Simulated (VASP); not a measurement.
# W (Im-3m) in VASP: notebook

One crystal, W, is run at these levels: r2SCAN+U, LDA+U, PBE+rVV10, r2SCAN; tasks: phonons, band structure, core levels, equation of state, elastic constants.

Everything below comes from runs of VASP 6.6.1. Logs are shortened: lines on timing, memory, paths and dates and some standing lists are left out, and cuts for length are marked.

### 1 Starting point

Symmetry: Im-3m, No. 229, cubic system. The conventional cell has a = 3.165 Å, b = 3.165 Å, c = 3.165 Å, α = 90.00°, β = 90.00°, γ = 90.00°. Around W (site symmetry m-3m) lie 8 W at 2.74 Å.

### 2 Phonons, r2SCAN+U

Input file POSCAR:

```
W
1.0
   -1.5823450000      1.5823450000      1.5823450000
    1.5823450000     -1.5823450000      1.5823450000
    1.5823450000      1.5823450000     -1.5823450000
W
1
Cartesian
    0.0000000000      0.0000000000      0.0000000000
```

Input file INCAR.step1:

```
SYSTEM = W
PREC     = Accurate       ! precision mode
ENCUT    = 600            ! plane-wave cutoff, eV
EDIFF    = 1E-8           ! SCF threshold, eV
ISMEAR   = 0              ! smearing method
SIGMA    = 0.02           ! smearing width, eV
LREAL    = .False.        ! projectors in reciprocal space
LASPH    = .True.         ! aspherical terms in the spheres
NELM     = 100            ! most SCF steps
ALGO     = Normal         ! electronic algorithm
ISIF     = 3              ! what is computed and relaxed
LWAVE    = .False.        ! write WAVECAR
LCHARG   = .False.        ! write CHGCAR
LMAXMIX  = 4              ! l up to which the mixer works
LDAU     = .True.         ! DFT+U
LDAUTYPE = 2            
LDAUL    = 2              ! shell
LDAUU    = 6.2            ! U, eV
LDAUJ    = 0            
LDAUPRINT= 1            
METAGGA  = R2SCAN         ! meta-GGA
LMIXTAU  = .True.       
IBRION   = 2              ! ionic algorithm
NSW      = 40             ! ionic steps
EDIFFG   = -0.002         ! ionic threshold
```

Input file INCAR.step2:

```
SYSTEM = W
PREC     = Accurate       ! precision mode
ENCUT    = 600            ! plane-wave cutoff, eV
EDIFF    = 1E-8           ! SCF threshold, eV
ISMEAR   = 0              ! smearing method
SIGMA    = 0.02           ! smearing width, eV
LREAL    = .False.        ! projectors in reciprocal space
LASPH    = .True.         ! aspherical terms in the spheres
NELM     = 100            ! most SCF steps
ALGO     = Normal         ! electronic algorithm
ISIF     = 2              ! what is computed and relaxed
LWAVE    = .False.        ! write WAVECAR
LCHARG   = .False.        ! write CHGCAR
LMAXMIX  = 4              ! l up to which the mixer works
LDAU     = .True.         ! DFT+U
LDAUTYPE = 2            
LDAUL    = 2              ! shell
LDAUU    = 6.2            ! U, eV
LDAUJ    = 0            
LDAUPRINT= 1            
METAGGA  = R2SCAN         ! meta-GGA
LMIXTAU  = .True.       
IBRION   = 6              ! ionic algorithm
NFREE    = 2            
POTIM    = 0.015          ! step
NSW      = 1              ! ionic steps
```

Input file KPOINTS:

```
regular mesh
0
Gamma
  4 4 4
  0 0 0
```

Potentials or basis: VASP PAW PBE potentials, release 64 (W_sv).

Launch:

```console
$ cat potpaw_PBE.64/W_sv/POTCAR > POTCAR
$ cp INCAR.step1 INCAR
$ mpirun -np 1 vasp_std > vasp.out
$ cp CONTCAR POSCAR
$ cp INCAR.step2 INCAR
$ mpirun -np 1 vasp_std > vasp.out
```

OUTCAR:

```text
SYSTEM = W
   PREC = Accurate
   ENCUT = 600
   EDIFF = 1E-8
   ISMEAR = 0
   LREAL = .False.
   LASPH = .True.
   NELM = 100
   ISIF = 2
   METAGGA = R2SCAN
   IBRION = 6
   NFREE = 2
   POTIM = 0.015
   NSW = 1

 ion  position               nearest neighbor table
   1  0.000  0.000  0.000-

  LATTYP: Found a body centered cubic cell.
 ALAT       =     3.2272798679

  Lattice vectors:

 A1 = (  -1.6136399340,   1.6136399340,   1.6136399340)
 A2 = (   1.6136399340,  -1.6136399340,   1.6136399340)
 A3 = (   1.6136399340,   1.6136399340,  -1.6136399340)

Analysis of symmetry for initial positions (statically):
=====================================================================
 Subroutine PRICEL returns:
 Original cell was already a primitive cell.

 Routine SETGRP: Setting up the symmetry group for a
 body centered cubic supercell.

 Subroutine GETGRP returns: Found 48 space group operations
 (whereof 48 operations were pure point group operations)
 out of a pool of 48 trial point group operations.

The static configuration has the point symmetry O_h .

Analysis of symmetry for dynamics (positions and initial velocities):
=====================================================================
 Subroutine PRICEL returns:
 Original cell was already a primitive cell.

 Routine SETGRP: Setting up the symmetry group for a
 body centered cubic supercell.

 Subroutine GETGRP returns: Found 48 space group operations
 (whereof 48 operations were pure point group operations)
 out of a pool of 48 trial point group operations.

The dynamic configuration has the point symmetry O_h .

 Subroutine INISYM returns: Found 48 space group operations
[... 223 lines left out ...]
  o =  0.1792  v =  0.0000 -0.0000  1.0000 -0.0000 -0.0020  0.0000  0.0000  0.0000  0.0000  0.0000      0.0000  0.0000  0.0000  0.0000  0.0000  0.0000  0.0000  0.0000  0.0000  0.0000
  o =  0.1792  v =  0.0000  0.0000  0.0000  0.0000  0.0000  0.0000 -0.0000  1.0000 -0.0000 -0.0020      0.0000  0.0000  0.0000  0.0000  0.0000  0.0000  0.0000  0.0000  0.0000  0.0000
  o =  0.4237  v =  1.0000  0.0000  0.0000  0.0000  0.0000  0.0000  0.0000  0.0000  0.0000  0.0000      0.0000  0.0000  0.0000  0.0000  0.0000  0.0000  0.0000  0.0000  0.0000  0.0000
  o =  0.4237  v =  0.0000  0.0000  0.0000  0.0000  0.0000  1.0000  0.0000  0.0000  0.0000  0.0000      0.0000  0.0000  0.0000  0.0000  0.0000  0.0000  0.0000  0.0000  0.0000  0.0000
  o =  0.4237  v =  0.0000  0.0000  0.0000  0.0000  0.0000  0.0000  0.6145  0.0000  0.7889  0.0000      0.0000  0.0000  0.0000  0.0000  0.0000  0.0000  0.0000  0.0000  0.0000  0.0000
  o =  0.4237  v =  0.0000  0.6145  0.0000  0.7889  0.0000  0.0000  0.0000  0.0000  0.0000  0.0000      0.0000  0.0000  0.0000  0.0000  0.0000  0.0000  0.0000  0.0000  0.0000  0.0000
  o =  0.4237  v =  0.0000  0.0000  0.0000  0.0000  0.0000  0.0000  0.7889  0.0000 -0.6145 -0.0000      0.0000  0.0000  0.0000  0.0000  0.0000  0.0000  0.0000  0.0000  0.0000  0.0000
  o =  0.4237  v =  0.0000  0.7889  0.0000 -0.6145 -0.0000  0.0000  0.0000  0.0000  0.0000  0.0000      0.0000  0.0000  0.0000  0.0000  0.0000  0.0000  0.0000  0.0000  0.0000  0.0000

--------------------------------------- Ionic step        1  -------------------------------------------

 number of electron      14.0000000 magnetization

 Free energy of the ion-electron system (eV)
  ---------------------------------------------------
  ext. energy  EPLUGINS =         0.00000000
  ---------------------------------------------------
  free energy    TOTEN  =       -44.61986614 eV

  energy without entropy =      -44.61986614  energy(sigma->0) =      -44.61986614

 E-fermi :  10.4242     XC(G=0): -14.5631

 val. band max:       10.2395629696   @ k =  -0.2500   0.2500   0.2500
 cond. band min:      10.7987283425   @ k =   0.5000   0.0000   0.0000
 fundamental gap:      0.5591653729
 Fermi energy:        10.4241849201

[... ionic steps 2 to 2 ...]

--------------------------------------- Ionic step        3  -------------------------------------------

------------------------ aborting loop because EDIFF is reached ----------------------------------------

  FORCE on cell =-STRESS in cart. coord.  units (eV):
  Direction    XX          YY          ZZ          XY          YZ          ZX
  --------------------------------------------------------------------------------------
  -------------------------------------------------------------------------------------
  Total        0.0005174      0.0005174      0.0005174     -0.0000000      0.0000000      0.0000000
  in kB        0.0493243      0.0493243      0.0493243     -0.0000000      0.0000000      0.0000000
  external PRESSURE =       0.0493243 kB  Pullay stress =       0.0000000 kB
[... 16 lines left out ...]
  FREE ENERGIE OF THE ION-ELECTRON SYSTEM (eV)
  ---------------------------------------------------
  free  energy   TOTEN  =       -44.6198661384 eV

  energy  without entropy=      -44.6198661384  energy(sigma->0) =      -44.61986614

 INTERNAL STRAIN TENSORS FROM DISPLACED ATOMS

 INTERNAL STRAIN TENSOR FOR ION    1 for displacements in x,y,z  (eV/Angst):
          X           Y           Z          XY          YZ          ZX
  --------------------------------------------------------------------------------
  x     0.00000     0.00000     0.00000     0.00000     0.00000     0.00000
  y     0.00000     0.00000     0.00000     0.00000     0.00000     0.00000
  z     0.00000     0.00000     0.00000     0.00000     0.00000     0.00000

 Eigenvectors and eigenvalues of the dynamical matrix
 ----------------------------------------------------

   1 f  =    0.000000 THz     0.000000 2PiTHz    0.000000 cm-1     0.000000 meV
             X         Y         Z           dx          dy          dz
      0.000000  0.000000  0.000000     1.000000    0.000000    0.000000

   2 f  =    0.000000 THz     0.000000 2PiTHz    0.000000 cm-1     0.000000 meV
             X         Y         Z           dx          dy          dz
      0.000000  0.000000  0.000000     0.000000    1.000000    0.000000

   3 f  =    0.000000 THz     0.000000 2PiTHz    0.000000 cm-1     0.000000 meV
             X         Y         Z           dx          dy          dz
      0.000000  0.000000  0.000000     0.000000    0.000000    1.000000

 ELASTIC MODULI CONTR FROM IONIC RELAXATION (kBar)
 Direction    XX          YY          ZZ          XY          YZ          ZX
 --------------------------------------------------------------------------------
 XX           0.0000      0.0000      0.0000      0.0000      0.0000      0.0000
 YY           0.0000      0.0000      0.0000      0.0000      0.0000      0.0000
 ZZ           0.0000      0.0000      0.0000      0.0000      0.0000      0.0000
 XY           0.0000      0.0000      0.0000      0.0000      0.0000      0.0000
 YZ           0.0000      0.0000      0.0000      0.0000      0.0000      0.0000
 ZX           0.0000      0.0000      0.0000      0.0000      0.0000      0.0000
 --------------------------------------------------------------------------------
```

OUTCAR.step1:

```text
SYSTEM = W
   PREC = Accurate
   ENCUT = 600
   EDIFF = 1E-8
   ISMEAR = 0
   LREAL = .False.
   LASPH = .True.
[... 529 lines left out ...]
  -------------------------------------------------------------------------------------
  Total        0.0000354      0.0000354      0.0000354      0.0000000      0.0000000     -0.0000000
  in kB        0.0033761      0.0033761      0.0033761      0.0000000      0.0000000     -0.0000000
  external PRESSURE =       0.0033761 kB  Pullay stress =       0.0000000 kB
[... 16 lines left out ...]
  FREE ENERGIE OF THE ION-ELECTRON SYSTEM (eV)
  ---------------------------------------------------
  free  energy   TOTEN  =       -44.6195241239 eV

  energy  without entropy=      -44.6195241239  energy(sigma->0) =      -44.61952412

 reached required accuracy - stopping structural energy minimisation
```

It took 2.7 min on 1 thread of Intel Xeon Platinum 8488C (Sapphire Rapids), shared host; peak memory 0.14 GiB.

These settings aren't checked as converged: the numbers below hold their error.

Results:

```yaml
Relaxed_volume: 16.81 Å³/atom
Relaxed_cell: a = 2.795 Å, b = 2.795 Å, c = 2.795 Å, α = 109.47°, β = 109.47°, γ = 109.47°
Space_group_after_relaxing_to_0.05_Å: Im-3m (No. 229)
```

Caveat: the k mesh is coarse (spacing up to 0.70 Å⁻¹), so the values aren't converged; the PAW data sets were made with another functional, which shifts forces and pressure a little; the U is typed as a test and isn't derived for this compound.

### 3 Band structure, LDA+U (cell strained at random at fixed volume)

Input file run.py:

```python
from ase.calculators.vasp import Vasp
from ase.dft.bandgap import bandgap
from ase.io import read

atoms = read('POSCAR')
calc = Vasp(
    directory='calc',
    xc='lda',
    pp='LDA',
    setups='minimal',
    prec='Accurate',
    encut=500,
    ediff=1e-07,
    ismear=0,
    sigma=0.2,
    lreal=False,
    lasph=True,
    nelm=80,
    algo='Normal',
    isif=2,
    lwave=False,
    lcharg=True,
    lmaxmix=4,
    ldautype=2,
    ldauprint=1,
    ldau_luj={'W': {'L': 2, 'U': 6.2, 'J': 0.5}},
    kpts=[12, 12, 12],
    gamma=True,
    nbands=9,
)
atoms.calc = calc

print('energy (eV):', atoms.get_potential_energy())
print('free energy (eV):', atoms.get_potential_energy(force_consistent=True))
efermi = calc.get_fermi_level()
print('Fermi level (eV):', efermi)
path = atoms.cell.bandpath(npoints=40, eps=1e-4)
print('path:', path.path)
calc.set(kpts=path.kpts, reciprocal=True, icharg=11, isym=0, lcharg=False)
calc.calculate(atoms)
print('gap on the path (eV):', bandgap(calc, efermi=efermi)[0])
print('direct gap on the path (eV):', bandgap(calc, efermi=efermi, direct=True)[0])
```

Input file POSCAR:

```
W
1.0
   -1.6417680000      1.5938210000      1.5796970000
    1.6222230000     -1.5955110000      1.5618420000
    1.5921040000      1.5458470000     -1.5813870000
W
1
Direct
   -0.0107630000      0.0568090000     -0.0273050000
```

Potentials or basis: VASP PAW LDA potentials, release 64 (W).

Launch:

```console
$ python run.py
```

Run time: 92 s. Hardware: 1 thread of Intel Xeon Platinum 8559C (Emerald Rapids), shared host; peak memory 0.11 GiB.

The run converged. Its results:

- Band gap along the path: none (metal or under the smearing width)

Levels at the corners of the path, in eV from the Fermi level:
```
point  band 1  band 2  band 3  band 4  band 5  band 6
    X   -6.24   -4.15    0.40    3.07    4.61    5.74
    Γ   -9.64   -2.15   -1.72   -0.98    3.22    3.66
    Y   -6.22   -3.92    0.56    2.90    4.44    5.74
    L   -6.14   -4.17    0.83    3.29    4.50    5.79
    Γ   -9.64   -2.15   -1.72   -0.98    3.22    3.66
    Z   -6.08   -3.50    0.93    2.55    4.08    5.75
    N   -4.67   -4.64    4.62    4.80    4.92    7.90
    Γ   -9.64   -2.15   -1.72   -0.98    3.22    3.66
    M   -6.13   -4.13    0.86    3.25    4.47    5.77
    R   -6.16   -3.67    0.76    2.69    4.24    5.74
    Γ   -9.64   -2.15   -1.72   -0.98    3.22    3.66
```

Caveat: the log is that of the step along the path at fixed density, whose energy, stress, charges and moments have no meaning; spin-orbit coupling is left out, which moves the levels of the heavy elements; U without spin polarisation on a metal has little footing; the U is typed as a test and isn't derived for this compound.

(Continued in part 2 of 3.)
